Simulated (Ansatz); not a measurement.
Stiffness of Mg2Sn from strained cells

```
CELL_PARAMETERS angstrom
0.00000 3.37950 3.37950
3.37950 0.00000 3.37950
3.37950 3.37950 0.00000
ATOMIC_POSITIONS crystal
Mg 0.25000 0.25000 0.25000
Mg 0.75000 0.75000 0.75000
Sn 0.00000 0.00000 0.00000
```

Atoms are numbered in the order listed.

Conventional cell: a = 6.759 Å, b = 6.759 Å, c = 6.759 Å, α = 90.00°, β = 90.00°, γ = 90.00°. Mg (atom 1) has 4 Sn at 2.93 Å as nearest neighbours. Around Sn (atom 3) lie 8 Mg at 2.93 Å.

The cell is COD entry 1537878, as deposited and not checked against the literature; nothing was relaxed.

Spin–orbit coupling is left out, though it moves levels of the heavy atoms by tenths of an eV or more.

The calculation used Ansatz 0.2.0, DFT, LDA, all-electron LAPW, scalar-relativistic.

The runs use a Γ-centred 11×11×11 k mesh, Fermi–Dirac smearing of 0.08 eV, basis error target 0.5 meV/atom, no spin polarisation.

The unstrained cell is at -1.79 GPa. Large strains and very small stresses are left out. Each strain is applied once, with fractional coordinates held (clamped ions), and σ below is the change of stress, positive in tension. One finite strain gives stress–strain coefficients at this pressure with an error of the order of the strain times third-order constants, a few per cent for each per cent of strain. In a metal the k mesh adds noise of tens of per cent to soft shears.

(1) Estimate the stiffness probed by this change, and the stress that it gives: equal xy, yz and zx engineering shear strains of -1 %.

(2) With equal xy, yz and zx engineering shear strains of +1 %, the run gives σxy = 0.34 GPa and γxy = 2εxy = 0.0100. Which stiffness follows?

(3) The two estimates of C44 (clamped ions) differ. Why, and which value is best?

## Answers

(1) σxy = -0.36 GPa and γxy = 2εxy = -0.0100, so C44 (clamped ions) = σxy/γxy = 36 GPa.

(2) C44 (clamped ions) = σxy/γxy = 34 GPa.

(3) Finite strains add third-order terms, and in a metal the k mesh adds noise; two strains on one mesh can't tell these apart, so neither value is shown to be the better.
